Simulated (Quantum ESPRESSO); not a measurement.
**BAs: equation of state with rev-vdW-DF2**

**What was measured.**

From “Basic Physical Properties of Cubic Boron Arsenide”, 2019, arxiv:1911.11281, for a bulk crystal of BAs: bulk modulus 148 GPa.

BAs:

```
As B
1.0
     0.00000    2.38850    2.38850
     2.38850    0.00000    2.38850
     2.38850    2.38850    0.00000
As B
1 1
Direct
  0.75000 0.75000 0.75000
  0.00000 0.00000 0.00000
```

```
Program             : Quantum ESPRESSO 7.5
Task                : equation of state
Functional          : rev-vdW-DF2
Potentials or basis : PseudoDojo 0.4.1 SR PBE standard
Cutoff              : 1143 eV
Density cutoff      : 4572 eV
k mesh              : 10 × 10 × 10
Occupations         : fermi-dirac, width 0.05 eV
Spin                : no spin polarisation
```

- Equilibrium volume: 13.74 Å³/atom
- Bulk modulus: 134 GPa
- Pressure derivative of the bulk modulus: 4.1

Energy against volume, from the lowest point:
```
volume (Å³/atom)  energy (meV/atom)
          12.809              29.61
          13.081              14.14
          13.354               4.45
          13.626               0.00
          13.899               0.28
          14.171               4.82
          14.444              13.22
```

All runs of the series together: 13 min on 1 thread of Intel(R) Xeon(R) Processor @ 2.70GHz, with other jobs on the host.

Against the measured bulk modulus of BAs, 148 GPa (quoted in “Basic Physical Properties of Cubic Boron Arsenide”, 2019, arxiv:1911.11281), the calculated 134 GPa is off by -9.5 %. The fit is for a static lattice scaled at fixed shape and fixed fractional positions.

Caveat: the potentials were made for another functional, which shifts forces and pressure.
